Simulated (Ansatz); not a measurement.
The system is Sn.

```
Sn
1.0
    -2.02919    2.02919    1.66076
     2.02919   -2.02919    1.66076
     2.02919    2.02919   -1.66076
Sn
1
Direct
  0.00000 0.00000 0.00000
```

This isn't the form of Sn at room conditions, which is tetragonal (white tin).

```yaml
Program: Ansatz 0.2.0
Task: relaxation of cell and atoms
Functional: PBE
Dispersion: D4
Potentials_or_basis: Ansatz PAW
Cutoff: "420 eV (not typed: the program's choice for these potentials)"
k_mesh: 10 × 10 × 10
Occupations: fermi-dirac, width 0.05 eV
Spin: no spin polarisation
```

At the start: volume 27.35 Å³/atom.

Task: How do energy, volume and symmetry change on relaxing?

Result: It ends after 4 steps and the volume is 26.50 Å³/atom (-3.1 %); space group I4/mmm (No. 139, to 0.05 Å).

The path:
```tsv
step	energy change (eV)	largest force (eV/Å)	volume (Å³)
1	0.0000	0.0000	27.35
2	-0.0053	0.0000	26.49
3	-0.0054	0.0000	26.50
4	-0.0052	0.0000	26.50
```

Final structure:
```xyz
1
Lattice="-1.9961 1.9961 1.6625 1.9961 -1.9961 1.6625 1.9961 1.9961 -1.6625" Properties=species:S:1:pos:R:3 pbc="T T T"
Sn    0.0000    0.0000    0.0000
```

Caveat: the plane-wave basis is chosen anew once the cell has moved, so the energies of steps on either side of that aren't comparable; pairwise dispersion overbinds metals, which lowers pressure and volume.
